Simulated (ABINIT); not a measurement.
Crystal: MoS2.

```
CELL_PARAMETERS angstrom
3.16900 0.00000 0.00000
-1.58450 2.74443 0.00000
0.00000 0.00000 12.32400
ATOMIC_POSITIONS crystal
Mo 0.66667 0.33333 0.75000
Mo 0.33333 0.66667 0.25000
S 0.66667 0.33333 0.37700
S 0.33333 0.66667 0.87700
S 0.66667 0.33333 0.12300
S 0.33333 0.66667 0.62300
```

```yaml
Program: ABINIT 10.8.3 (patched build)
Task: relaxation of cell and atoms
Functional: LDA
Potentials_or_basis: JTH PAW LDA v2.0
Cutoff: 544 eV
k_mesh: 8 × 8 × 3
Occupations: fermi-dirac, width 0.05 eV
Spin: no spin polarisation
```

At the start: pressure -5.6 GPa; volume 17.86 Å³/atom.

Question: How do energy, volume and symmetry change on relaxing?

Answer: Over 10 steps the energy falls by 12.1 meV/atom and the volume is 17.00 Å³/atom (-4.9 %); space group P6_3/mmc (No. 194, to 0.05 Å).

Step by step:
```
step  energy change (eV)  largest force (eV/Å)  pressure (GPa)  volume (Å³)
   1              0.0000                0.4825           -5.55       107.18
   2             -0.0523                0.1195           -2.58       105.37
   3             -0.0660                0.1444           -0.10       103.87
   4             -0.0674                0.1229           -0.04       103.73
   5             -0.0695                0.0341           -0.05       103.40
   6             -0.0696                0.0294           -0.06       103.37
   7             -0.0716                0.0391           -0.17       102.50
   8             -0.0723                0.0395           -0.12       102.08
   9             -0.0726                0.0115           -0.03       101.94
  10             -0.0726                0.0008            0.00       101.98
```

Final structure:
```cif
data_structure
_symmetry_space_group_name_H-M 'P 1'
_symmetry_Int_Tables_number 1
_cell_length_a 3.1239
_cell_length_b 3.1239
_cell_length_c 12.0669
_cell_angle_alpha 90.000
_cell_angle_beta 90.000
_cell_angle_gamma 120.000
_cell_volume 101.98
loop_
_atom_site_label
_atom_site_type_symbol
_atom_site_fract_x
_atom_site_fract_y
_atom_site_fract_z
_atom_site_occupancy
Mo1 Mo 0.66667 0.33333 0.75000 1
Mo2 Mo 0.33333 0.66667 0.25000 1
S1 S 0.66667 0.33333 0.37877 1
S2 S 0.33333 0.66667 0.87877 1
S3 S 0.66667 0.33333 0.12123 1
S4 S 0.33333 0.66667 0.62123 1
```
